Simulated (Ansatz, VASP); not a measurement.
# Zn in VASP and in Ansatz

File INCAR:

```
SYSTEM = Zn
AGGAC = 1.0
AGGAX = 1.0
ALDAC = 0.0
ALDAX = 1.0
ALGO = Normal
EDIFF = 1E-6
ENCUT = 520
GGA = B5
ISIF = 2
ISMEAR = -1
LASPH = .TRUE.
LCHARG = .TRUE.
LELF = .TRUE.
LREAL = .FALSE.
LVHAR = .TRUE.
LWAVE = .FALSE.
NBANDS = 12
NELM = 80
PREC = Accurate
SIGMA = 0.1
```

The input KPOINTS:

```
k-points
0
G
  15 15 15
  0 0 0
```

POSCAR

```
Zn
1.0
    0.0000000000      2.0312724690      2.0312724690
    2.0312724690      0.0000000000      2.0312724690
    2.0312724690      2.0312724690      0.0000000000
Zn
1
Direct
    0.0000000000      0.0000000000      0.0000000000
```

Input for Ansatz:

```yaml
crystal:
  lattice:
    - [0.0, 2.031272469, 2.031272469]
    - [2.031272469, 0.0, 2.031272469]
    - [2.031272469, 2.031272469, 0.0]
  atoms:
    - { symbol: Zn, position: [0.0, 0.0, 0.0] }
hamiltonian:
  xc: blyp
  pseudopotentials:
    kind: paw
    azcp:
      Zn: "pseudopotentials/Zn.paw.azcp"
basis:
  ecutwfc: 420
  fft_grid_basis: typed
kpoints:
  mp_grid: { grid: [15, 15, 15], shift: [0, 0, 0] }
magnetization:
  spin_polarized: false
scf:
  occupations: { method: fermi_dirac, width: 0.1 }
  lower_state_search: "off"
output:
  stress: true
```

Alike in both runs: task single point; functional BLYP; k mesh 15 × 15 × 15; occupations fermi-dirac, width 0.1 eV; no spin polarisation.

|  | VASP | Ansatz |
| --- | --- | --- |
| version | VASP 6.6.1 | Ansatz 0.2.0 |
| potentials or method | VASP PAW PBE potentials, release 64 (Zn) | plane waves (420 eV) with PAW, scalar-relativistic |
| plane-wave cutoff (eV) | 520 | 420 |
| valence electrons in the cell | 12 | 12 |

|  | VASP | Ansatz | Ansatz less VASP |
| --- | --- | --- | --- |
| pressure (GPa) | 0.3 | 0.2 | -0.12 |

Caveats: the PAW data sets were made with another functional, which shifts forces and pressure a little (VASP).
